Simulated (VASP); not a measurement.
The system is Te.

```
Te
1.0
     4.39950    0.00000    0.00000
    -2.19975    3.81008    0.00000
     0.00000    0.00000    6.07926
Te
3
Direct
  0.28453 0.00000 0.33333
  0.00000 0.28453 0.66667
  0.71547 0.71547 0.00000
```

The cell isn't the ideal one: a relaxed cell with its volume scaled by 1.06.

- Program: VASP 6.6.1
- Task: relaxation of shape and atoms at fixed volume
- Functional: PBEsol
- Potentials or basis: VASP PAW PBE potentials, release 64 (Te)
- Cutoff: 600 eV
- k mesh: 9 × 9 × 6
- Occupations: gaussian, width 0.03 eV
- Spin: no spin polarisation

At the start: pressure -2.8 GPa; volume 33.97 Å³/atom.

**Question.** Where does the relaxation end?

**Answer.** Over 7 steps the energy falls by 7.8 meV/atom; space group P3_121 (No. 152, to 0.05 Å).

The path:
| step | energy change (eV) | largest force (eV/Å) | pressure (GPa) |
| --- | --- | --- | --- |
| 1 | 0.0000 | 0.2021 | -2.82 |
| 2 | -0.0100 | 0.1682 | -2.52 |
| 3 | -0.0217 | 0.0702 | -1.76 |
| 4 | -0.0220 | 0.0481 | -1.60 |
| 5 | -0.0229 | 0.0268 | -1.55 |
| 6 | -0.0235 | 0.0002 | -1.48 |
| 7 | -0.0235 | 0.0073 | -1.46 |

Final structure:
```yaml
crystal:
  lattice:
    - [4.45026, 0.00000, 0.00000]
    - [-2.22513, 3.85403, 0.00000]
    - [0.00000, 0.00000, 5.94138]
  atoms:
    - { symbol: Te, position: [0.27350, 0.00000, 0.33333] }
    - { symbol: Te, position: [0.00000, 0.27350, 0.66667] }
    - { symbol: Te, position: [0.72650, 0.72650, 0.00000] }
```

Caveat: the PAW data sets were made with another functional, which shifts forces and pressure a little.
